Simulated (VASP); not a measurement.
Input of a VASP 6.6.1 run:

The input INCAR:

```
  AGGAC = 0.0
  ALGO = Normal
  EDIFF = 1E-7
  EDIFFG = -0.01
  ENCUT = 600
  GGA = RE
  IBRION = 2
  ISIF = 3
  ISMEAR = -1
  LASPH = T
  LCHARG = F
  LREAL = F
  LUSE_VDW = T
  LWAVE = F
  NELM = 80
  NSW = 40
  PREC = Accurate
  SIGMA = 0.05
```

Contents of KPOINTS:

```
k-points
0
Gamma
  13 13 13
```

POSCAR

```
BN
1.0
    0.0000000000      1.8130010000      1.8130010000
    1.8130010000      0.0000000000      1.8130010000
    1.8130010000      1.8130010000      0.0000000000
N B
1 1
Direct
    0.2500000000      0.2500000000      0.2500000000
    0.0000000000      0.0000000000      0.0000000000
```

Potentials or basis: VASP PAW PBE potentials, release 64 (N, B).

The run is started by

```console
$ cat potpaw_PBE.64/N/POTCAR potpaw_PBE.64/B/POTCAR > POTCAR
$ mpirun -np 1 vasp_std > vasp.out
```

(1) Estimate the space group after relaxing (to 0.05 Å).

(2) What does it give for the relaxed cell?

(3) What does it give for the band gap on the k mesh?

(4) Estimate the relaxed volume.

Answers

(1) F-43m (No. 216).

(2) a = 2.580 Å, b = 2.580 Å, c = 2.580 Å, α = 60.00°, β = 60.00°, γ = 60.00°.

(3) 4.88 eV, indirect (least direct gap 8.84 eV).

(4) 6.07 Å³/atom.

Caveat: the PAW data sets were made with another functional, which shifts forces and pressure a little; an odd mesh through Γ misses points on the zone boundary, where band edges often lie.
